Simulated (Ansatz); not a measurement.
Relaxing HfO2

These are results of DFT r2SCAN, scalar-relativistic, plane waves, PAW (Ansatz 0.2.0), not measurements. (500 eV cutoff, 6×6×8 k-mesh, Gaussian smearing of 0.02 eV, no spin polarisation)

What was changed: biaxial strain in the a-b plane, c and atoms relaxed: +6.0 %.

Spin–orbit coupling is left out, which can shift energies with elements as heavy as these.

Command:

```bash
ansatz run input.yaml --threads 1 --pin off --max-ram 2560MiB --backend cpu --events-out ev --progress --plain --runs-dir out
```

Input:

```yaml
crystal:
  lattice:
    - [5.1284958539, 0.0, 0.0]
    - [0.0, 5.1284958539, 0.0]
    - [0.0, 0.0, 3.1044153897]
  atoms:
    - { symbol: Hf, position: [0.0, 0.0, 0.0] }
    - { symbol: Hf, position: [0.5, 0.5, 0.5] }
    - { symbol: O, position: [0.1946585284, 0.8053414716, 0.5] }
    - { symbol: O, position: [0.3053414716, 0.3053414716, 0.0] }
    - { symbol: O, position: [0.6946585284, 0.6946585284, 0.0] }
    - { symbol: O, position: [0.8053414716, 0.1946585284, 0.5] }
basis:
  ecutwfc: 500
kpoints:
  mp_grid: { grid: [6, 6, 8] }
hamiltonian:
  xc: r2scan
scf:
  occupations: { method: gaussian, width: 0.02 }
output:
  forces: true
  stress: true
  eigenvalues: true
relax:
  adjacent_minimum: "off"
  f_tol: 0.008
  max_steps: 40
  cell: { stress_tol: 0.015, fix: [a, b, gamma] }
```

F is the free energy. Steps run on the plane waves of an earlier cell, but the last one, and at times one on the way, on a freshly chosen basis, so a repeated geometry can differ a little in energy. The held parts of the cell keep their stress, so P needn't end at zero.

Steps:

| step | F − F(1) (eV) | largest force component (eV/Å) | V (Å³/atom) | P (GPa) |
| --- | --- | --- | --- | --- |
| 1 | 0.0000 | 0.078 | 13.608 | -11.51 |
| 2 | 0.0005 | 0.032 | 13.803 | -13.76 |
| 3 | -0.0064 | 0.017 | 13.705 | -12.61 |
| 4 | -0.0065 | 0.007 | 13.699 | -12.39 |
| 5 | -0.0065 | 0.000 | 13.700 | -12.45 |
| 6 | -0.0067 | 0.000 | 13.700 | -12.45 |

Relaxed structure:

```xyz
6
Lattice="5.1285 0.0000 0.0000 0.0000 5.1285 0.0000 0.0000 0.0000 3.1253" Properties=species:S:1:pos:R:3 pbc="T T T"
Hf    0.0000    0.0000    0.0000
Hf    2.5642    2.5642    1.5626
O     0.9912    4.1373    1.5626
O     1.5731    1.5731    0.0000
O     3.5554    3.5554    0.0000
O     4.1373    0.9912    1.5626
```

Symmetry: P4_2/mnm, No. 136, tetragonal system. The conventional cell has a = 5.128 Å, b = 5.128 Å, c = 3.125 Å, α = 90.00°, β = 90.00°, γ = 90.00°. Hf (site symmetry mmm) is surrounded by 6 O at 2.10 to 2.22 Å. O (site symmetry m2m) is surrounded by 3 Hf at 2.10 to 2.22 Å.

The run converged. It took 3.9 min on 1 thread of Intel(R) Xeon(R) Processor @ 2.50GHz (Skylake/Cascade Lake), on a shared host, peak memory 0.67 GiB.